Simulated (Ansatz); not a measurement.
The system is SnO2 (Cassiterite).

```xyz
6
Lattice="4.7380 0.0000 0.0000 0.0000 4.7380 0.0000 0.0000 0.0000 3.1865" Properties=species:S:1:pos:R:3 pbc="T T T"
Sn    2.3690    2.3690    1.5933
Sn    0.0000    0.0000    0.0000
O     3.8240    0.9140    1.5933
O     3.2830    3.2830    0.0000
O     0.9140    3.8240    1.5933
O     1.4550    1.4550    0.0000
```

Base run:

| Quantity | Value |
| --- | --- |
| Program | Ansatz 0.2.0 |
| Functional | r2SCAN |
| Potentials or basis | Ansatz PAW |
| Cutoff | 500 eV |
| Density cutoff | 2000 eV |
| k mesh | 5 × 5 × 6 |
| Occupations | fermi-dirac, width 0.05 eV |
| Spin | spin-orbit coupling, no magnetisation |

Its results: band gap on the k mesh 1.96 eV, direct; pressure 3.3 GPa; largest force 0.240 eV/Å.

Q: The run is repeated on the same cell with these changes: functional from r2SCAN to PBE; cutoff from 500 eV to 420 eV; density cutoff from 2000 eV to 1680 eV. What comes out?

A: Band gap on the k mesh 1.29 eV, direct; pressure 11.0 GPa; largest force 0.273 eV/Å.

r2SCAN gives the wider gap, since meta-GGAs in the generalised Kohn-Sham scheme recover part of the derivative discontinuity.

Caveats: the PAW data sets come from PBE, with cores solved anew for the run's functional, which leaves a small shift of forces and pressure (some runs).

Not every run made on this cell is shown here.
